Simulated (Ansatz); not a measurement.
La₂O₃: energy less free atoms and pressure as volume scale varies

Periodic Kohn-Sham DFT of a crystal at fixed atoms, scaled to volume_scale times the given cell; pressure positive in compression, energy less spherical unpolarised free atoms, largest_vzz the field gradient of largest size among the nuclei. The results are calculated, by Ansatz 0.2.0.

The cell before it is scaled or strained (space group P321, No. 150):
```
CELL_PARAMETERS angstrom
3.93000 0.00000 0.00000
-1.96500 3.40350 0.00000
0.00000 0.00000 6.12000
ATOMIC_POSITIONS crystal
La 0.33333 0.66667 0.25000
La 0.66667 0.33333 0.75000
O 0.25000 0.25000 0.00000
O 0.75000 0.00000 0.00000
O 0.00000 0.75000 0.00000
```

Settings of every row: method all-electron LAPW; functional PBEsol; relativity scalar; k mesh 6x6x4; filling fermi-dirac; smearing width 0.02 eV; basis error target 1 meV/atom; nucleus gaussian.

Atom start moment: 0 on all atoms.

Limits: all rows lie far from zero pressure; no spin-orbit coupling on heavy atoms.

```csv
row,volume scale,V (Å³/atom),energy less free atoms (eV/atom),pressure (GPa)
1,0.94,15.39,-5.6007,49.544
2,0.96,15.717,?,?
3,0.98,16.044,-5.7838,40.332
4,0.99,16.208,-5.824,38.246
5,1,16.372,-5.862,36.241
6,1.01,16.536,-5.898,34.314
7,1.02,16.699,-5.9322,32.463
8,1.04,17.027,-5.9949,28.974
9,1.06,17.354,-6.0508,25.754
```

Question: what energy less free atoms and pressure should row 2 give?

Worked fit of energy less free atoms. Take u = (V_r/V)^(2/3) − 1 with V_r = 16.454 Å³ an atom, which is twice the finite (Eulerian) strain; such expansions in the strain, on which the Birch-Murnaghan equation of state is built, carry the rest volume and the bulk modulus. The shown rows have u = 0.04558, 0.01696, 0.01009, 0.00334, -0.00331, -0.00981, -0.02256, -0.03488. Least squares give energy less free atoms = −5.88032 + 5.4284 × u + 15.496 × u² eV/atom; a straight line predicts inner rows, each left out in turn, worse (root mean square 0.008 against 8.6e-05 eV/atom). The rows lie off it by 0.0000, 0.0000, 0.0000, 0.0000, 0.0001, -0.0001, 0.0000, 0.0000. The withheld row has u = 0.03102, so the fit gives −5.88032 + 5.4284 × (0.03102) + 15.496 × (0.03102)² = -5.6970 eV/atom.

The calculation gave -5.6969 eV/atom. The fit lies 0.0001 eV/atom (0.022 % of the column's range) below it, one unit of the last digit.

Worked fit of pressure. Take u = (V_r/V)^(2/3) − 1 with V_r = 16.454 Å³ an atom, which is twice the finite (Eulerian) strain; such expansions in the strain, on which the Birch-Murnaghan equation of state is built, carry the rest volume and the bulk modulus. The shown rows have u = 0.04558, 0.01696, 0.01009, 0.00334, -0.00331, -0.00981, -0.02256, -0.03488. Least squares give pressure = 35.2655 + 290.276 × u + 504.17 × u² GPa; a straight line predicts inner rows, each left out in turn, worse (root mean square 0.26 against 0.0027 GPa). The rows lie off it by 0.000, -0.002, 0.000, 0.000, 0.004, -0.003, 0.001, 0.000. The withheld row has u = 0.03102, so the fit gives 35.2655 + 290.276 × (0.03102) + 504.17 × (0.03102)² = 44.755 GPa.

The calculation gave 44.76 GPa. The fit lies 0.005 GPa (0.021 % of the column's range) below it; its largest miss of a shown row is 0.004 GPa.
